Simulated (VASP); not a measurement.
**CdS in VASP 6.6.1, single-point calculation**

INCAR

```
EDIFF = 1E-6
LREAL = .FALSE.
NBANDS = 16
SIGMA = 0.02
IBRION = -1
LWAVE = .FALSE.
LCHARG = .FALSE.
PREC = Accurate
NELM = 120
ISIF = 2
ENCUT = 520
GGA = PS
ISMEAR = -1
NSW = 0
LASPH = .TRUE.
```

KPOINTS

```
KPOINTS created by Atomic Simulation Environment
0
Gamma
8 8 8
0 0 0
```

POSCAR

```
Cd S
 1.0000000000000000
    -0.0000000000000000    2.9392148430445664    2.9392148430445664
     2.9392148430445664    0.0000000000000000    2.9392148430445664
     2.9392148430445664    2.9392148430445664    0.0000000000000000
 Cd  S
   1   1
Cartesian
  0.0000000000000000  0.0000000000000000 -0.0000000000000000
  1.4696074215222832  1.4696074215222832  1.4696074215222832
```

The recommended PBE PAW datasets give the neutral cell 18 valence electrons.

Command

```
mpirun -np 1 vasp_std
```

OSZICAR

```
N       E                     dE             d eps       ncg     rms          rms(c)
DAV:   1     0.109209570937E+03    0.10921E+03   -0.88672E+03   944   0.102E+03
DAV:   2    -0.305381616380E+01   -0.11226E+03   -0.10541E+03  1128   0.254E+02
DAV:   3    -0.728544683800E+01   -0.42316E+01   -0.42248E+01  1192   0.514E+01
DAV:   4    -0.731056069396E+01   -0.25114E-01   -0.25112E-01  1176   0.388E+00
DAV:   5    -0.731090324200E+01   -0.34255E-03   -0.34255E-03  1160   0.426E-01    0.738E+00
DAV:   6    -0.683139568928E+01    0.47951E+00   -0.80108E-01  1400   0.119E+01    0.602E+00
DAV:   7    -0.681214936186E+01    0.19246E-01   -0.15769E-01  1152   0.281E+00    0.291E+00
DAV:   8    -0.680965331888E+01    0.24960E-02   -0.15901E-02  1128   0.156E+00    0.234E-01
DAV:   9    -0.680942628021E+01    0.22704E-03   -0.19226E-03  1144   0.646E-01    0.551E-02
DAV:  10    -0.680947083425E+01   -0.44554E-04   -0.19498E-04  1136   0.158E-01    0.603E-02
DAV:  11    -0.680951698549E+01   -0.46151E-04   -0.75354E-05  1112   0.771E-02    0.219E-02
DAV:  12    -0.680951229068E+01    0.46948E-05   -0.15401E-05  1216   0.476E-02    0.786E-03
DAV:  13    -0.680951285430E+01   -0.56362E-06   -0.21171E-06  1120   0.839E-03
   1 F= -.68095129E+01 E0= -.68095129E+01  d E =-.327869E-10
```

Standard output (part)

```
POSCAR found type information on POSCAR CdS
 POSCAR found :  2 types and       2 ions
 LDA part: xc-table for (Slater+PW92), standard interpolation
 POSCAR, INCAR and KPOINTS ok, starting setup
 WAVECAR not read
 entering main loop
```

From OUTCAR

```
k-points           NKPTS =     29   k-points in BZ     NKDIM =     29   number of bands    NBANDS=     16

   NELECT =      18.0000    total number of electrons

   dimension x,y,z NGX =    32 NGY =   32 NGZ =   32
   dimension x,y,z NGXF=    64 NGYF=   64 NGZF=   64

  energy-cutoff  :      520.00
  volume of cell :       50.78
      direct lattice vectors                 reciprocal lattice vectors
     0.000000000  2.939214843  2.939214843    -0.170113458  0.170113458  0.170113458
     2.939214843  0.000000000  2.939214843     0.170113458 -0.170113458  0.170113458
     2.939214843  2.939214843  0.000000000     0.170113458  0.170113458 -0.170113458

 k-points in reciprocal lattice and weights: KPOINTS created by Atomic Simulation Env
   0.00000000  0.00000000  0.00000000       0.002
   0.12500000  0.00000000  0.00000000       0.016
   0.25000000  0.00000000  0.00000000       0.016
   0.37500000  0.00000000  0.00000000       0.016
   0.50000000  0.00000000  0.00000000       0.008
   0.12500000  0.12500000  0.00000000       0.012
   0.25000000  0.12500000  0.00000000       0.047
   0.37500000  0.12500000  0.00000000       0.047
   ...

 E-fermi :   1.3906

 k-point     1 :       0.0000    0.0000    0.0000
  band No.  band energies     occupation
      1     -11.2279      2.00000
      2      -6.6302      2.00000
      3      -6.6302      2.00000
      4      -6.6302      2.00000
      5      -6.1734      2.00000
      6      -6.1734      2.00000
      7       1.0149      2.00000
      8       1.0149      2.00000
      9       1.0149      2.00000
     10       1.9741      0.00000
     11       7.4639      0.00000
     12       7.4639      0.00000
     13       7.4639      0.00000
     14      12.0967      0.00000
     15      12.4238      0.00000
     16      12.4238      0.00000

 k-point     2 :       0.1250    0.0000    0.0000
  band No.  band energies     occupation
      1     -11.1672      2.00000
      2      -6.6087      2.00000
      3      -6.6087      2.00000
      4      -6.5786      2.00000
      5      -6.1744      2.00000
      6      -6.1744      2.00000
      7      -0.0333      2.00000
      8       0.8959      2.00000
      9       0.8959      2.00000
     10       2.8424      0.00000
     11       7.1865      0.00000
     12       7.6596      0.00000
     13       7.6596      0.00000
     14      11.7974      0.00000
     15      11.7974      0.00000
     16      12.7058      0.00000

 k-point     3 :       0.2500    0.0000    0.0000
  band No.  band energies     occupation
      1     -11.0199      2.00000
      2      -6.5623      2.00000
      3      -6.5623      2.00000
      4      -6.3937      2.00000
      5      -6.1695      2.00000
      6      -6.1695      2.00000
      7      -1.4756      2.00000
      8       0.6283      2.00000
      9       0.6283      2.00000
     10       3.6350      0.00000
     11       7.1643      0.00000
     12       7.9605      0.00000
     13       7.9605      0.00000
     14      11.5525      0.00000
     15      11.5525      0.00000
     16      12.0706      0.00000

 ...

  Total       -0.3962578     -0.3962578     -0.3962578      0.0000000      0.0000000      0.0000000
  in kB      -12.5015649    -12.5015649    -12.5015649      0.0000000      0.0000000      0.0000000
  external PRESSURE =     -12.5015649 kB  Pullay stress =       0.0000000 kB

 POSITION                                       TOTAL-FORCE (eV/Angst)
 -----------------------------------------------------------------------------------
      0.00000      0.00000      0.00000        -0.000000     -0.000000     -0.000000
      1.46961      1.46961      1.46961         0.000000      0.000000      0.000000
 -----------------------------------------------------------------------------------
    total drift:                               -0.000000     -0.000000     -0.000000

  FREE ENERGIE OF THE ION-ELECTRON SYSTEM (eV)
  ---------------------------------------------------
  free  energy   TOTEN  =        -6.8095128543 eV

  energy  without entropy=       -6.8095128543  energy(sigma->0) =       -6.80951285
```

It converged. Results: gap between bands v and c on the k mesh 0.96 eV; least direct gap on the k mesh 0.96 eV; pressure -1.3 GPa. Band v is the last that the valence electrons fill when counted band by band, and c is the next.

For comparison, a separate PBE run of the intended cell, on usual settings and not on those above, gives a gap of 1.10 eV on its mesh and a pressure of 1.7 GPa.

The run above took about 19 s on one core of a shared host (Intel Xeon Platinum 8488C) and held 0.17 GiB at most.
